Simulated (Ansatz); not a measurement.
Ge, DFT, PBE, PAW with Ansatz's default frozen-core files, scalar-relativistic (Ansatz 0.2.0), run on 1 thread of Intel(R) Xeon(R) 6975P-C (Granite Rapids) on a shared host.

Structure from Materials Project entry mp-1007760 (possibly hypothetical), not relaxed further. The listed cell was then made from it by scaling, straining or moving an atom.

Command: `ansatz run input.yaml --threads 1 --pin off --max-ram 4096MiB --backend cpu --events-out ev --progress --plain --runs-dir out`

```yaml
crystal:
  lattice:
    - [4.07753756, 0.0, 0.0]
    - [-2.03876878, 3.5312511118, 0.0]
    - [0.0, 0.0, 6.59937795]
  atoms:
    - { symbol: Ge, position: [0.6666666667, 0.3333333333, 0.06290125] }
    - { symbol: Ge, position: [0.3333333333, 0.6666666667, 0.56290125] }
    - { symbol: Ge, position: [0.6666666667, 0.3333333333, 0.43709875] }
    - { symbol: Ge, position: [0.3333333333, 0.6666666667, 0.93709875] }
kpoints:
  mp_grid: { grid: [11, 11, 6] }
scf:
  occupations: { method: fermi_dirac, width: 0.05 }
hamiltonian:
  xc: pbe
  pseudopotentials: { kind: paw }
output:
  forces: true
  stress: true
  eigenvalues: true
  efg: { contact_densities: true }
```

Q: How large is the problem that the program sets up?

A: 64 irreducible k-points, 1811 plane waves at Γ, 34 bands.

Q: Estimate the wall time and the peak memory.

A: 5.3 s of wall time for 8 SCF iterations, with a peak of 0.52 GiB. Times on shared machines scatter by tens of per cent.

Q: And the same cell and mesh by all-electron PAW (datasets made for this crystal), asked for forces, stress, eigenvalues, efg, on the same hardware?

A: 6.7 s, peak memory 0.55 GiB.
